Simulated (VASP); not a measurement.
A run of VASP 6.6.1 is set up as follows.

INCAR

```
SYSTEM = MnO
  PREC = Accurate
  ENCUT = 520
  EDIFF = 1E-6
  ISMEAR = 0
  SIGMA = 0.05
  LREAL = .False.
  LASPH = .True.
  NELM = 120
  ALGO = Normal
  ISIF = 2
  LWAVE = .False.
  LCHARG = .False.
  ISPIN = 2
  MAGMOM = 4 0
  LORBIT = 11
  NUPDOWN = 4
  LMAXMIX = 4
  LDAU = .True.
  LDAUTYPE = 2
  LDAUL = 2 -1
  LDAUU = 5 0
  LDAUJ = 0 0
  LDAUPRINT = 1
  METAGGA = R2SCAN
  LMIXTAU = .True.
  NBANDS = 20
```

Contents of KPOINTS:

```
Automatic mesh
0
Gamma
  7 7 7
  0 0 0
```

File POSCAR:

```
MnO
1.0
    0.0000000000      2.2220003300      2.2220003300
    2.2220003300      0.0000000000      2.2220003300
    2.2220003300      2.2220003300      0.0000000000
Mn O
1 1
Direct
    0.0000000000      0.0000000000      0.0000000000
    0.5000000000      0.5000000000      0.5000000000
```

Potentials or basis: VASP PAW PBE potentials, release 64 (Mn_pv, O).

Launch:

```sh
$ cat potpaw_PBE.64/Mn_pv/POTCAR potpaw_PBE.64/O/POTCAR > POTCAR
$ mpirun -np 1 vasp_std > vasp.out
```

Q: Estimate the pressure.

A: -9.6 GPa.

Eigenvalues of the final occupation matrices:
```csv
site,spin,trace,eigenvalues
site 1 d,1,4.55,0.86 0.86 0.95 0.95 0.95
site 1 d,2,0.47,0.06 0.06 0.12 0.12 0.12
```

Caveat: the PAW data sets were made with another functional, which shifts forces and pressure a little; the total moment is fixed, so each spin has its own Fermi level; a cell with one magnetic atom can't hold antiferromagnetic order, which such compounds often take. The state reached can hang on the start; a lower one may exist.
